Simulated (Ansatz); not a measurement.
TaN (Fm-3m), zone-centre modes

Level of theory: Ansatz, DFT PBEsol, scalar-relativistic, plane waves, PAW. Cutoff 420 eV, Γ-centred 24×24×24 k-points, Gaussian smearing of 0.15 eV. Spin–orbit coupling is left out, which can shift energies with elements as heavy as these. No spin polarisation.

Zero of the scan (relaxed at this level; this rock-salt form isn't the usual structure):

```
CELL_PARAMETERS angstrom
0.00000 2.18784 2.18784
2.18784 0.00000 2.18784
2.18784 2.18784 0.00000
ATOMIC_POSITIONS crystal
Ta 0.50000 0.50000 0.50000
N 0.00000 0.00000 0.00000
```

Harmonic modes by finite displacements of 0.02 Å, without the LO–TO term.

(1) At this geometry, is the structure stable against these modes?

(2) List the wavenumbers in cm⁻¹.

Results:

(1) Yes: no mode is imaginary beyond 10 cm⁻¹, and only the three translations lie near zero.

(2) 0, 0, 0, 411, 411, 411.

Cost: 1 run of about 1.1 core-minutes, on Arm Neoverse V1 (shared hosts).